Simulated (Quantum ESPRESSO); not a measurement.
Input of a Quantum ESPRESSO 7.5 run:

The input run.py:

```python
import numpy as np
from ase.calculators.espresso import Espresso, EspressoProfile
from ase.io import read

atoms = read('POSCAR')

input_data = {
    'control': {'calculation': 'scf', 'prefix': 'pwscf', 'outdir': './tmp', 'tprnfor': True, 'tstress': True, 'disk_io': 'low'},
    'system': {'ecutwfc': 84.0, 'nbnd': 33, 'input_dft': 'revpbe', 'occupations': 'smearing', 'smearing': 'fd', 'degauss': 0.00367493},
    'electrons': {'conv_thr': 2e-09, 'electron_maxstep': 120, 'mixing_beta': 0.5},
}
pseudopotentials = {'O': 'O.upf', 'Al': 'Al.upf'}
profile = EspressoProfile(command='pw.x', pseudo_dir='pseudo')
dft = Espresso(profile=profile, input_data=input_data, pseudopotentials=pseudopotentials, kpts=(6, 6, 6), koffset=(0, 0, 0))
from ase.calculators.mixing import SumCalculator
from dftd4.ase import DFTD4
d4 = DFTD4(method='revpbe')
atoms.calc = SumCalculator([dft, d4])

from ase.optimize import LBFGS
from ase.filters import FrechetCellFilter
done = LBFGS(FrechetCellFilter(atoms), trajectory='opt.traj').run(fmax=0.02, steps=30)
print('converged', done)
print('cell (A)', np.round(atoms.cell.cellpar(), 5))
print(f'energy {atoms.get_potential_energy():.8f} eV')
print('forces (eV/A)')
print(np.round(atoms.get_forces(), 6))
print('stress (eV/A^3, Voigt)')
print(np.round(atoms.get_stress(), 8))
print(f'Fermi level {dft.get_fermi_level():.4f} eV')
print(f'D4 part {d4.get_potential_energy(atoms):.8f} eV')
atoms.write('final.traj')
```

Contents of POSCAR:

```
Al2O3
1.0
    2.3802500000      1.3742379782      4.3318666667
   -2.3802500000      1.3742379782      4.3318666667
    0.0000000000     -2.7484759565      4.3318666667
Al O
4 6
Direct
    0.8521600000      0.8521600000      0.8521600000
    0.6478400000      0.6478400000      0.6478400000
    0.1478400000      0.1478400000      0.1478400000
    0.3521600000      0.3521600000      0.3521600000
    0.0566800000      0.7500000000      0.4433200000
    0.7500000000      0.4433200000      0.0566800000
    0.4433200000      0.0566800000      0.7500000000
    0.9433200000      0.2500000000      0.5566800000
    0.2500000000      0.5566800000      0.9433200000
    0.5566800000      0.9433200000      0.2500000000
```

Potentials or basis: PseudoDojo 0.4.1 SR PBE standard.

The run is started by

```console
$ OMP_NUM_THREADS=1 python run.py
```

(1) Estimate the relaxed cell.

(2) Estimate the band gap on the k mesh.

(3) Estimate the dispersion energy per atom.

## Answers

(1) a = 5.107 Å, b = 5.107 Å, c = 5.107 Å, α = 55.30°, β = 55.30°, γ = 55.30°.

(2) 6.50 eV, direct.

(3) -0.545 eV.

Caveat: the potentials were made for another functional, which shifts forces and pressure.
